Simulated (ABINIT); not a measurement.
**Quasiparticle gap of ZnSe (Stilleite) in ABINIT**

Aim: the G0W0 gap of ZnSe (Stilleite) on PBE, step by step.

Program: ABINIT 10.8.3. Level of theory: PBE and many-body steps on it, plane waves. Results are calculated unless marked as measured.

**Experimental background.**

- Gap 2.695 ± 0.003 eV: excitonic gap from free-exciton PL, not corrected for exciton binding; photoluminescence; 300 K; bulk crystal (Bridgman-grown crystal, polished and etched) (“Alloy Disordering Effects on the Thermal Conductivity and Energy Gap Temperature Dependence of Cd1−xZnxSe Ternary Crystals Grown by the Bridgman Method”, 2023, pmc:10253836).

## 1. Starting point

Symmetry: F-43m, No. 216, cubic system. Conventional cell: a = 5.668 Å, b = 5.668 Å, c = 5.668 Å, α = 90.00°, β = 90.00°, γ = 90.00°. Nearest to Zn lie 4 Se at 2.45 Å. Nearest to Se lie 4 Zn at 2.45 Å. Farther neighbours and most contacts between anions are not listed.

The cell and positions come from the Crystallography Open Database and are kept as given unless a step says otherwise.

## 2. Ground state

This step: ABINIT 10.8.3; DFT, PBE, plane waves, norm-conserving pseudopotentials.

The ground-state density comes first.

Contents of run.abi:

```
acell 3*1.0 Angstrom
rprim 
  -0.000000000000 2.833800000000 2.833800000000
  2.833800000000 -0.000000000000 2.833800000000
  2.833800000000 2.833800000000 0.000000000000
ntypat 2
znucl 30 34
natom 2
typat 1 2
xred 
  0.000000000000 0.000000000000 0.000000000000
  0.250000000000 0.250000000000 0.250000000000
pp_dirpath "pseudos"
pseudos "Zn.upf, Se.upf"
ecut 48
ngkpt 6 6 6
nshiftk 1
shiftk 0 0 0
kptopt 1
chksymbreak 0
nband 27
occopt 1
tolvrs 1e-10
nstep 60
prtwf 0
optforces 0
optstress 0
indata_prefix "in"
outdata_prefix "out"
tmpdata_prefix "tmp"
```

Started as:

```sh
OMP_NUM_THREADS=1 mpirun -n 4 abinit run.abi > log
```

Numbers of over 12 decimals in the logs are rounded to 6 here.

The log of the run:

```text
.Version 10.8.3 of ABINIT. v10.8.2 released Aug 2026.

 Symmetries : space group F-4 3 m (#216); Bravais cF (face-center cubic)
================================================================================
 Values of the parameters that define the memory need of the present run
     intxc =       0    ionmov =       0      iscf =       7    lmnmax =       6
     lnmax =       6     mgfft =      48  mpssoang =       3    mqgrid =    3001
     natom =       2  nloc_mem =       1    nspden =       1   nspinor =       1
    nsppol =       1      nsym =      24    n1xccc =    2501    ntypat =       2
    occopt =       1   xclevel =       2
-    mband =          27        mffmem =           1         mkmem =           4
       mpw =        4897          nfft =      110592          nkpt =          16
================================================================================
  Rough estimation (10% accuracy) of disk space for files :
================================================================================

--------------------------------------------------------------------------------
------------- Echo of variables that govern the present computation ------------
--------------------------------------------------------------------------------
 -outvars: echo values of preprocessed input variables --------
            acell      1.8897261259E+00  1.8897261259E+00  1.8897261259E+00 Bohr

      chksymbreak           0
             ecut      4.80000000E+01 Hartree
-          fftalg         312

              ixc     -101130
              kpt      0.00000000E+00  0.00000000E+00  0.00000000E+00
                       1.66666667E-01  0.00000000E+00  0.00000000E+00
                       3.33333333E-01  0.00000000E+00  0.00000000E+00
                       5.00000000E-01  0.00000000E+00  0.00000000E+00
                       1.66666667E-01  1.66666667E-01  0.00000000E+00
                       3.33333333E-01  1.66666667E-01  0.00000000E+00
                       5.00000000E-01  1.66666667E-01  0.00000000E+00
                      -3.33333333E-01  1.66666667E-01  0.00000000E+00
                      -1.66666667E-01  1.66666667E-01  0.00000000E+00
   [... 5 further rows ...]
                      -3.33333333E-01  3.33333333E-01  1.66666667E-01
                      -3.33333333E-01  5.00000000E-01  1.66666667E-01
         kptrlatt        6    0    0      0    6    0      0    0    6
          kptrlen      4.54395803E+01
P           mkmem           4
            natom           2
            nband          27
            ngfft          48      48      48
             nkpt          16
            nstep          60
             nsym          24
           ntypat           2
              occ      2.000000  2.000000  2.000000  2.000000  2.000000  2.000000
                       2.000000  2.000000  2.000000  2.000000  2.000000  2.000000
                       2.000000  2.000000  2.000000  2.000000  2.000000  2.000000
                       2.000000  2.000000  2.000000  2.000000  0.000000  0.000000
[...]
optforces           0
        optstress           0
            prtwf           0
            rprim     -0.0000000000E+00  2.8338000000E+00  2.8338000000E+00
[...]
spgroup         216

           tolvrs      1.00000000E-10

             xred      0.0000000000E+00  0.0000000000E+00  0.0000000000E+00
[...]
znucl       30.00000   34.00000

================================================================================

 chkinp: Checking input parameters for consistency.

================================================================================
== DATASET  1 ==================================================================
-   mpi_nproc: 4, omp_nthreads: 1 (-1 if OMP is not activated)

--- !DatasetInfo
iteration_state: {dtset: 1, }
dimensions: {natom: 2, nkpt: 16, mband: 27, nsppol: 1, nspinor: 1, nspden: 1, mpw: 4897, }
cutoff_energies: {ecut:  48.0, pawecutdg:  -1.0, }
electrons: {nelect:   4.40000000E+01, charge:   0.00000000E+00, occopt:   1.00000000E+00, tsmear:   1.00000000E-02, }

 Real(R)+Recip(G) space primitive vectors, cartesian coordinates (Bohr,Bohr^-1):
 R(1)=  0.0000000  5.3551059  5.3551059  G(1)= -0.0933688  0.0933688  0.0933688
 R(2)=  5.3551059  0.0000000  5.3551059  G(2)=  0.0933688 -0.0933688  0.0933688
 R(3)=  5.3551059  5.3551059  0.0000000  G(3)=  0.0933688  0.0933688 -0.0933688
 Unit cell volume ucvol=  3.0713845E+02 bohr^3
 Angles (23,13,12)=  6.00000000E+01  6.00000000E+01  6.00000000E+01 degrees

 getcut: wavevector=  0.0000  0.0000  0.0000  ngfft=  48  48  48
         ecut(hartree)=     48.000   => boxcut(ratio)=   2.03223

--- Pseudopotential description ------------------------------------------------
- Zn Generated using ONCVPSP code by D. R. Hamann
- 30.00000  20.00000  171031                  znucl, zion, pspdat
12 -101130 2 -1 1326                          pspcod,pspxc,lmax,lloc,mmax
     nproj     2     2     2
  pspatm : epsatm=   26.68164218
         --- l  ekb(1:nproj) -->
[...]
pspatm: atomic psp has been read  and splines computed

- Se Generated using ONCVPSP code by D. R. Hamann
- 34.00000  24.00000  171031                  znucl, zion, pspdat
12 -101130 2 -1 1214                          pspcod,pspxc,lmax,lloc,mmax
     nproj     2     2     2
  pspatm : epsatm=   25.39064422
         --- l  ekb(1:nproj) -->
[...]
pspatm: atomic psp has been read  and splines computed

   2.29118060E+03                                ecore*ucvol(ha*bohr**3)
--------------------------------------------------------------------------------

_setup2: Arith. and geom. avg. npw (full set) are    4879.338    4879.326

================================================================================

--- !BeginCycle
iteration_state: {dtset: 1, }
solver: {iscf: 7, nstep: 60, nline: 4, wfoptalg: 0, }
tolerances: {tolvrs: 1.00E-10, }

     iter   Etot(hartree)      deltaE(h)  residm     vres2
 ETOT  1  -544.98635842320    -5.450E+02 9.114E-01 4.653E+03
 ETOT  2  -546.40203433041    -1.416E+00 4.210E-02 7.770E+03
 ETOT  3  -547.23845527222    -8.364E-01 1.312E-02 1.052E+03
 ETOT  4  -547.31149392204    -7.304E-02 4.016E-03 3.977E+02
 ETOT  5  -547.35013234238    -3.864E-02 2.241E-03 5.298E+01
 ETOT  6  -547.35602524963    -5.893E-03 8.103E-04 1.388E+00
 ETOT  7  -547.35612893251    -1.037E-04 1.448E-04 3.923E-01
 ETOT  8  -547.35617116759    -4.224E-05 4.337E-05 4.472E-02
 ETOT  9  -547.35617617370    -5.006E-06 1.082E-05 5.496E-03
 ETOT 10  -547.35617686684    -6.931E-07 3.919E-06 5.544E-07
 ETOT 11  -547.35617686708    -2.417E-10 1.219E-06 1.127E-07
 ETOT 12  -547.35617686712    -3.763E-11 4.599E-07 6.262E-09
 ETOT 13  -547.35617686715    -2.808E-11 1.480E-07 2.773E-10
 ETOT 14  -547.35617686716    -1.398E-11 5.597E-08 1.371E-11

 At SCF step   14       vres2   =  1.37E-11 < tolvrs=  1.00E-10 =>converged.

--- !ResultsGS
iteration_state: {dtset: 1, }
comment   : Summary of ground state results
lattice_vectors:
- [ -0.0000000,   5.3551059,   5.3551059, ]
- [  5.3551059,  -0.0000000,   5.3551059, ]
- [  5.3551059,   5.3551059,   0.0000000, ]
lattice_lengths: [   7.57326,    7.57326,    7.57326, ]
lattice_angles: [ 60.000,  60.000,  60.000, ] # degrees, (23, 13, 12)
lattice_volume:   3.0713845E+02
convergence: {deltae: -1.398E-11, res2:  1.371E-11, residm:  5.597E-08, diffor:  0.000E+00, }
etotal    :  -5.47356177E+02
entropy   :   0.00000000E+00
fermie    :   1.53041323E-01
cartesian_stress_tensor: null
pressure_GPa: null
xred      :
- [  0.0000E+00,   0.0000E+00,   0.0000E+00, Zn]
- [  2.5000E-01,   2.5000E-01,   2.5000E-01, Se]
cartesian_forces: null
force_length_stats: {min: null, max: null, mean: null, }

 Integrated electronic density in atomic spheres:
 ------------------------------------------------
 Atom  Sphere_radius  Integrated_density
    1        2.00000         18.11040736
    2        2.00000         21.26036845
================================================================================

 ----iterations are completed or convergence reached----

 Mean square residual over all n,k,spin=   12.957E-11; max=  55.966E-09
 reduced coordinates (array xred) for    2 atoms
       0.000000000000      0.000000000000      0.000000000000
       0.250000000000      0.250000000000      0.250000000000
 rms dE/dt=  0.0000E+00; max dE/dt=  0.0000E+00; dE/dt below (all hartree)
    1       0.000000000000      0.000000000000      0.000000000000
    2       0.000000000000      0.000000000000      0.000000000000

 cartesian coordinates (angstrom) at end:
    1      0.000000     0.000000     0.000000
    2      1.416900     1.416900     1.416900
 length scales=  1.889726125908  1.889726125908  1.889726125908 bohr
              =  1.000000000000  1.000000000000  1.000000000000 angstroms
 prteigrs : about to open file out_EIG
 Fermi (or HOMO) energy (hartree) =   0.15304   Average Vxc (hartree)=  -0.36195
 Eigenvalues (hartree) for nkpt=  16  k points:
 kpt#   1, nband= 27, wtk=  0.00463, kpt=  0.0000  0.0000  0.0000 (reduced coord)
  -7.46293   -5.23849   -5.23849   -5.23849   -4.44962   -2.76502   -2.76502   -2.76502
  -1.56976   -1.56976   -1.56976   -1.56961   -1.56961   -0.33425   -0.08738   -0.08738
  -0.08738   -0.07385   -0.07385    0.15304    0.15304    0.15304    0.20039    0.36671
   0.36671    0.36671    0.51812
 prteigrs : prtvol=0 or 1, do not print more k-points.

--- !EnergyTerms
iteration_state     : {dtset: 1, }
comment             : Components of total free energy in Hartree
kinetic             :  2.38673621230762E+02
hartree             :  2.29158838384487E+02
xc                  : -5.13331538891217E+01
Ewald energy        : -2.44845014170202E+02
psp_core            :  7.45976485783275E+00
local_psp           : -5.91683585332825E+02
non_local_psp       : -1.34786647948093E+02
total_energy        : -5.47356176867160E+02
total_energy_eV     : -1.48943203428558E+04
band_energy         : -8.85655578376508E+01

== END DATASET(S) ==============================================================
================================================================================

 -outvars: echo values of variables after computation  --------
           etotal     -5.4735617687E+02
            nband          27
             nkpt          16
          spgroup         216
 [... the other variables as echoed above ...]

 Calculation completed.
```

The job ended after 28 s (4 MPI ranks of Arm Neoverse V1, shared host; peak memory 0.39 GiB).

This step gave:

| Property | Result |
| --- | --- |
| total energy | -14894.3203 eV |
| gap | 1.288 eV |
| k of the valence top | 0, 0, 0 |
| k of the conduction bottom | 0, 0, 0 |
| least direct gap | 1.288 eV |

The gap is direct, at Γ.

(Continued in part 2 of 3.)

[Paths, hosts, dates, memory and timing lines, banners, echoed tables and standing remarks are left out of the program output.]

[Logs are printed without paths, hosts, clocks, repeated set-up lines and the standing remarks that a program may print on its own settings, such as how far it seeks lower states.]

[Runs of the session that timed out or met a known fault of the program may be left out.]

[Hosts, paths, dates, database ids (printed as entryN), source tags and the programs' standing remarks are cut or masked in the printed files.]

[G0W0 gaps are taken among the corrected bands and points alone; a level outside them can change the order at an edge.]

[Where Ansatz stands beside ABINIT at settings called matched, ABINIT's density can come from a denser mesh and the files from another edition; pairs whose starting gaps differed by over 0.03 eV were left out, so agreement reads better than it is.]
